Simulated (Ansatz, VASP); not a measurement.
**One calculation of AlN, two programs**

```xyz
4
Lattice="3.0950 0.0000 0.0000 -1.5475 2.6803 0.0000 0.0000 0.0000 5.0495" Properties=species:S:1:pos:R:3 pbc="T T T"
Al    1.5475    0.8934    2.5286
Al    0.0000    1.7869    5.0534
N     1.5475    0.8934    4.4397
N     0.0000    1.7869    1.9150
```

Alike in both runs: functional PBE; k mesh 9 × 9 × 5; occupations gaussian, width 0.02 eV; no spin polarisation.

Ansatz relaxed the structure, and its values are those at the end. VASP's run is a single point on that final structure, the one shown.

```csv
,VASP,Ansatz
version,VASP 6.6.1,Ansatz 0.2.0
potentials or method,"VASP PAW PBE potentials, release 64 (Al, N)","scalar-relativistic, plane waves, PAW"
plane-wave cutoff (eV),520,420
valence electrons in the cell,16,16
```

```tsv
	VASP	Ansatz	Ansatz less VASP
gap on the k mesh at the Fermi level (eV)	4.27	4.26	-0.011
least direct gap on the mesh (eV)	4.27	4.26	-0.011
pressure (GPa)	3.2	3.5	+0.25
```

As with any semilocal functional, this PBE gap is likely too small.
